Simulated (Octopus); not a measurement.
Runs of Octopus 16.4 on ZnAu. The structure is cubic, space group Pm-3m (No. 221). The conventional cell has a = 3.147 Å, b = 3.147 Å, c = 3.147 Å, α = 90.00°, β = 90.00°, γ = 90.00°. Around Au (site symmetry m-3m) lie 8 Zn at 2.73 Å. Around Zn (site symmetry m-3m) lie 8 Au at 2.73 Å. 

| task | level | potentials or basis | grid spacing | gap on the mesh (eV) | V0 of scaled cells (Å³/atom) | B0 (GPa) |
| --- | --- | --- | --- | --- | --- | --- |
| single point | PBE | pseudodojo_pbe (PseudoDojo 0.5, PBE) | 0.117 Å | none | - | - |
| equation of state | PBE | pseudodojo_pbe (PseudoDojo 0.5, PBE) | - | - | 16.22 | (a) |
| single point | PBEsol | pseudodojo_pbesol (PseudoDojo 0.4, PBEsol) | 0.117 Å | none | - | - |
| equation of state | PBEsol | pseudodojo_pbesol (PseudoDojo 0.4, PBEsol) | - | - | 15.34 | 133 |

Alike in all rows: no spin polarisation; cell as given; k mesh 8 × 8 × 8; smearing fermi-dirac 0.05 eV.

Problem. Fill in the values left out.

Solution. (a) 119.

Caveats: the number of grid points is fixed, so the spacing changes with the cell, which shifts volumes and moduli (some runs).

A k mesh can miss the band edges, and the runs leave out spin-orbit coupling on Au.

A gap of «none» marks a metal or a gap under the smearing width.

Not every run made on this cell is shown here.
